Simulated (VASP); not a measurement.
Si:

```
Si
1.0
     4.12095    0.00000    0.00000
    -2.06047    3.56885    0.00000
     0.00000    0.00000    2.65479
Si
2
Direct
  0.33333 0.66667 0.50000
  0.66667 0.33333 0.50000
```

The cell was built by a generator and needn't be a form met in nature.

```yaml
Program: VASP 6.6.1
Task: relaxation of cell and atoms
Functional: PBE0
Potentials_or_basis: VASP PAW PBE potentials, release 64 (Si)
Cutoff: 600 eV
k_mesh: 4 × 4 × 5
Occupations: fermi-dirac, width 0.05 eV
Spin: no spin polarisation
```

At the start: pressure -3.0 GPa; volume 19.52 Å³/atom.

**Question.** Where does the relaxation end?

**Answer.** Over 9 steps the energy falls by 30.0 meV/atom and the volume is 18.78 Å³/atom (-3.8 %); space group P6/mmm (No. 191, to 0.05 Å).

Step by step:
```
step  energy change (eV)  largest force (eV/Å)  pressure (GPa)  volume (Å³)
   1              0.0000                0.0006           -3.01        39.04
   2             -0.0285                0.0004            1.78        36.94
   3             -0.0595                0.0000           -0.59        37.78
   4             -0.0595                0.0000           -0.54        37.76
   5             -0.0598                0.0001            0.35        37.40
   6             -0.0600                0.0000            0.06        37.53
   7             -0.0600                0.0000            0.04        37.53
   8             -0.0600                0.0000           -0.03        37.56
   9             -0.0600                0.0000           -0.02        37.55
```

Final structure:
```
CELL_PARAMETERS angstrom
4.12618 0.00001 0.00000
-2.06308 3.57339 0.00000
0.00000 0.00000 2.54688
ATOMIC_POSITIONS crystal
Si 0.33333 0.66667 0.50000
Si 0.66667 0.33333 0.50000
```

Caveat: the k mesh is coarse (spacing up to 0.47 Å⁻¹), so the values aren't converged, least of all with exact exchange; the PAW data sets were made with another functional, which shifts forces and pressure a little.
